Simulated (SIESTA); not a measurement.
PbS (Galena): single point with PBE

Crystal: PbS (Galena).

```xyz
2
Lattice="0.0000 2.9657 2.9657 2.9657 0.0000 2.9657 2.9657 2.9657 0.0000" Properties=species:S:1:pos:R:3 pbc="T T T"
Pb    0.0000    0.0000    0.0000
S     2.9657    2.9657    2.9657
```

```
Program             : SIESTA 5.4.2
Task                : single point
Functional          : PBE
Potentials or basis : PseudoDojo 0.4 standard (PBE files)
Basis               : TZP (energy shift 0.003 Ry; two zetas on semicore shells)
Grid cutoff         : 500 Ry
Energy shift        : 0.003 Ry
k mesh              : 8 × 8 × 8
Occupations         : fermi-dirac, width 0.05 eV
Spin                : no spin polarisation
```

- Pressure: 2.5 GPa
- Band gap on the k mesh: 0.43 eV, direct

Wall time 31 s on 1 thread of Intel(R) Xeon(R) 6975P-C (Granite Rapids) (shared host), peak memory 0.28 GiB.

Caveat: spin-orbit coupling is left out, which as a rule narrows the gap of such compounds by several tenths of an eV; the basis of atomic orbitals isn't converged, which shifts pressures, moduli and gaps. A k mesh can miss the band edges.
